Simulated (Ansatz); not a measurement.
# Lanthanum, bcc: HSE06 after PBE

Aim: see what exact exchange does to the levels, and what it costs. Spin polarisation is left out. The cell comes from an earlier PBE relaxation. Exact exchange is dear, so the k-mesh is coarse, and PBE is run on the same mesh for comparison.

Program: Ansatz 0.2.0. Level of theory: DFT, plane waves (420 eV) with PBE-made PAW files, scalar-relativistic; functionals as named at each step. These are calculated values, not measurements.

**1. The starting structure**

Symmetry: Im-3m, No. 229, cubic system. The conventional cell has a = 4.235 Å, b = 4.235 Å, c = 4.235 Å, α = 90.00°, β = 90.00°, γ = 90.00°. Around La (site symmetry m-3m) lie 8 La at 3.67 Å.

Coordinates:

```xyz
1
Lattice="-2.1175 2.1175 2.1175 2.1175 -2.1175 2.1175 2.1175 2.1175 -2.1175" Properties=species:S:1:pos:R:3 pbc="T T T"
La    0.0000    0.0000    0.0000
```

**2. PBE, coarse mesh**

The run with PBE.

input.yaml reads:

```yaml
crystal:
  lattice:
    - [-2.1174800197, 2.1174800197, 2.1174800197]
    - [2.1174800197, -2.1174800197, 2.1174800197]
    - [2.1174800197, 2.1174800197, -2.1174800197]
  atoms:
    - { symbol: La, position: [0.0, 0.0, 0.0] }
hamiltonian:
  xc: pbe
  pseudopotentials:
    kind: paw
    azcp:
      La: "pseudopotentials/La.paw.azcp"
basis:
  ecutwfc: 420
  fft_grid_basis: typed
kpoints:
  mp_grid: { grid: [6, 6, 6], shift: [0, 0, 0] }
magnetization:
  spin_polarized: false
scf:
  occupations: { method: fermi_dirac, width: 0.1 }
output:
  write_density: true
  write_potential: true
  elf: true
  volumetric_format: npy
```

The run is started by

```bash
ansatz run input.yaml --threads 4 --pin off --max-ram 8192MiB --backend cpu --events-out ev --progress --plain --runs-dir out
```

**3. HSE06, coarse mesh**

The run with HSE06.

input.yaml: that of step 2 with these lines changed.

```diff
@@ -8,3 +8,3 @@
 hamiltonian:
-  xc: pbe
+  xc: hse06
   pseudopotentials:
@@ -22,6 +22 @@
   occupations: { method: fermi_dirac, width: 0.1 }
-output:
-  write_density: true
-  write_potential: true
-  elf: true
-  volumetric_format: npy
```

(Steps that only read results are left out.)

What does the calculation give? Wanted: PBE: gap; HSE06: gap; HSE06: relative to dhcp.

**Answer**, as computed:

| quantity | value |
| --- | --- |
| PBE: gap | none (levels filled in part) |
| HSE06: gap | none (levels filled in part) |
| HSE06: SCF cycles, exchange loops | 18, 2 |
| HSE06: CPU time over that of PBE | 20 |
| HSE06: relative to dhcp | +135 meV/atom |

In words: Neither PBE nor HSE06 shows a clean gap on this mesh. The hybrid took 20 times as much CPU time as PBE on the same settings. The exchange operator of HSE06 was renewed in 2 outer loops. To compare with dense-mesh energies, the change of PBE from this mesh and smearing to its dense run (-16.8 meV/atom, from a run not shown) is added. Under HSE06 it lies 135 meV/atom above dhcp (computed apart in the same way); on such meshes a few tens of meV are uncertain for metals. The total energies in the logs cannot be compared from one functional to another.
